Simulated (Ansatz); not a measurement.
The system is Br.

```
Br
1.0
     3.36325   -2.32255    0.00000
     3.36325    2.32255    0.00000
     0.00000    0.00000    8.70230
Br
4
Cartesian
  3.3632 0.6266 3.3948
  3.3632 1.6959 7.7459
  3.3632 -0.6266 5.3075
  3.3632 -1.6959 0.9564
```

Base run:

```yaml
Program: Ansatz 0.2.0
Functional: PBE0 form with a typed share of exact exchange
Potentials_or_basis: Ansatz PAW
Cutoff: "420 eV (not typed: the program's choice for these potentials)"
k_mesh: 4 × 4 × 2
Occupations: fermi-dirac, width 0.05 eV
Spin: no spin polarisation
```

Its results: band gap on the k mesh 5.94 eV, indirect (least direct gap 6.12 eV); pressure -0.2 GPa; largest force 0.429 eV/Å.

After a change of settings the same cell gave: band gap on the k mesh 4.67 eV, indirect (least direct gap 4.82 eV); pressure 0.4 GPa; largest force 0.094 eV/Å. Which change was it?
A. share of exact exchange from 0.5 to 0
B. share of exact exchange from 0.5 to 0.1
C. share of exact exchange from 0.5 to 0.35
D. share of exact exchange from 0.5 to 0.15

C.

Caveats: the PAW data sets come from PBE, with cores solved anew for the run's functional, which leaves a small shift of forces and pressure; the thresholds are loose for stress.
